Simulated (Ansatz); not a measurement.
## What a trial cell of Ga2S relaxes into

Computed with Ansatz 0.2.0, DFT PBE, scalar-relativistic, plane waves, PAW. Cutoff 420 eV, Γ-centred k mesh, Gaussian smearing, no spin polarisation in the final step.

Ga2S was placed on the anti-fluorite structure type (Fm-3m, No. 225), with S in place of Ca, Ga in place of F, at a guessed volume.

```xyz
3
Lattice="0.0000 3.0186 3.0186 3.0186 0.0000 3.0186 3.0186 3.0186 0.0000" Properties=species:S:1:pos:R:3 pbc="T T T"
Ga    1.5093    1.5093    1.5093
Ga    4.5279    4.5279    4.5279
S     0.0000    0.0000    0.0000
```

Cell and atoms relax at zero pressure; the relaxation can't lower the symmetry of the start. After a coarse first stage the cell is made exact in the group found at 0.06 Å.

The zero of energy is the elements' standard structures at the same level; no fitted shifts are applied.

Task: Describe the relaxed structure.

Result: It keeps Fm-3m (No. 225). The result has the fluorite structure. Conventional cell: a = 6.706 Å. Around Ga lie 4 S at 2.90 Å and 6 Ga at 3.35 Å; S has 8 Ga at 2.90 Å.

```
Ga S
1.0
     0.00000    3.35281    3.35281
     3.35281    0.00000    3.35281
     3.35281    3.35281    0.00000
Ga S
2 1
Cartesian
  1.6764 1.6764 1.6764
  5.0292 5.0292 5.0292
  0.0000 0.0000 0.0000
```

Task: What are its volume, energy, density and gap?

Result: The volume per atom is 25.13 Å³, the density is 3.78 g/cm³ and the energy over the elements is 0.04 eV/atom. The gap on the 12×12×12 mesh is 0 eV (a metal).

The final run used a 12×12×12 mesh on its 3-atom cell and 0.10 eV smearing. The k mesh leaves about 4 meV/atom of noise in metals. A structure relaxed within its symmetry needn't be a true minimum.

Cost: 3 runs of about 1.3 core-minutes in all, on AMD EPYC (Zen 3) (shared hosts).